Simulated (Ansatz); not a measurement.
Set up this calculation in Ansatz 0.2.0, as the native input.

* Task: relaxation of cell and atoms
* Functional: PBE
* Dispersion: D4
* Potentials or basis: Ansatz PAW
* Cutoff: 420 eV (not typed: the program's choice for these potentials)
* k mesh: 11 × 11 × 11
* Occupations: fermi-dirac, width 0.05 eV
* Spin: no spin polarisation

Li:

```
Li
1.0
    -1.75465    1.75465    1.75465
     1.75465   -1.75465    1.75465
     1.75465    1.75465   -1.75465
Li
1
Direct
  0.00000 0.00000 0.00000
```

The input as run:

input.yaml

```yaml
crystal:
  lattice:
    - [-1.75465, 1.75465, 1.75465]
    - [1.75465, -1.75465, 1.75465]
    - [1.75465, 1.75465, -1.75465]
  atoms:
    - { symbol: Li, position: [0.0, 0.0, 0.0] }
hamiltonian:
  xc: pbe
  pseudopotentials: { kind: paw }
  dispersion: d4
kpoints:
  mp_grid: { grid: [11, 11, 11] }
scf:
  occupations: { method: fermi_dirac, width: 0.05 }
output:
  forces: true
  stress: true
relax:
  f_tol: 0.01
  max_steps: 40
  cell: { stress_tol: 0.05 }
```

Potentials or basis: Ansatz PAW.

Command:

```console
$ ansatz run input.yaml --threads 2 --pin off --max-ram 5632MiB --backend cpu --events-out ev --progress --plain --runs-dir out
```

It gave:

```json
{
  "Relaxed volume": "20.02 Å³/atom",
  "Relaxed cell": "a = 2.963 Å, b = 2.963 Å, c = 2.963 Å, α = 109.47°, β = 109.47°, γ = 109.47°",
  "Space group after relaxing (to 0.05 Å)": "Im-3m (No. 229)",
  "Energy gained by relaxing": "5.0 meV/atom",
  "Ionic steps": "5",
  "Pressure after relaxing": "0.0 GPa"
}
```

Caveat: the plane-wave basis is chosen anew once the cell has moved, so the energies of steps on either side of that aren't comparable.

Wall time 1.6 s on 2 threads of Intel(R) Xeon(R) Processor @ 2.70GHz (shared host), peak memory 0.29 GiB.
